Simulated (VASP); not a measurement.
GaN:

```
CELL_PARAMETERS angstrom
0.00000 2.11080 2.11080
2.11080 0.00000 2.11080
2.11080 2.11080 0.00000
ATOMIC_POSITIONS crystal
Ga 0.00000 0.00000 0.00000
N 0.50000 0.50000 0.50000
```

Measurements of this composition are mostly on another form, of space group No. 186.

Base run:

| Property | Result |
| --- | --- |
| Program | VASP 6.6.1 |
| Functional | TB-mBJ |
| Potentials or basis | VASP PAW PBE potentials, release 64 (Ga_d, N) |
| Cutoff | 520 eV |
| k mesh | 14 × 14 × 14 |
| Occupations | gaussian, width 0.02 eV |
| Spin | no spin polarisation |

Its results: band gap on the k mesh 2.29 eV, indirect (least direct gap 4.00 eV).

Question: The run is repeated on the same cell with these changes: functional from TB-mBJ to PBEsol; further incar settings from ALGO = Normal; EDIFF = 1e-06; NBANDS = 16 to ALGO = Fast; EDIFF = 1e-06; NBANDS = 16. What comes out?

Answer: Band gap on the k mesh 0.53 eV, indirect (least direct gap 2.80 eV).
